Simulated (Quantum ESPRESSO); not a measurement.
MgS (Niningerite):

```
S Mg
1.0
     0.00000    2.60165    2.60165
     2.60165    0.00000    2.60165
     2.60165    2.60165    0.00000
S Mg
1 1
Direct
  0.50000 0.50000 0.50000
  0.00000 0.00000 0.00000
```

Base run:

```yaml
Program: Quantum ESPRESSO 7.5
Functional: LDA
Potentials_or_basis: PseudoDojo 0.4.1 SR LDA standard
Cutoff: 1143 eV
Density_cutoff: 4572 eV
k_mesh: 6 × 6 × 6
Occupations: fixed
Spin: no spin polarisation
```

Its results: band gap on the k mesh, mean-field level 2.56 eV, indirect (least direct gap 3.48 eV).

Task: The run is repeated on the same cell with these changes: functional from LDA to PBEsol; potentials or basis from PseudoDojo 0.4.1 SR LDA standard to PseudoDojo 0.4.1 SR PBEsol standard. What comes out?

Result: Band gap on the k mesh, mean-field level 2.70 eV, indirect (least direct gap 3.59 eV).

A k mesh can miss the band edges.
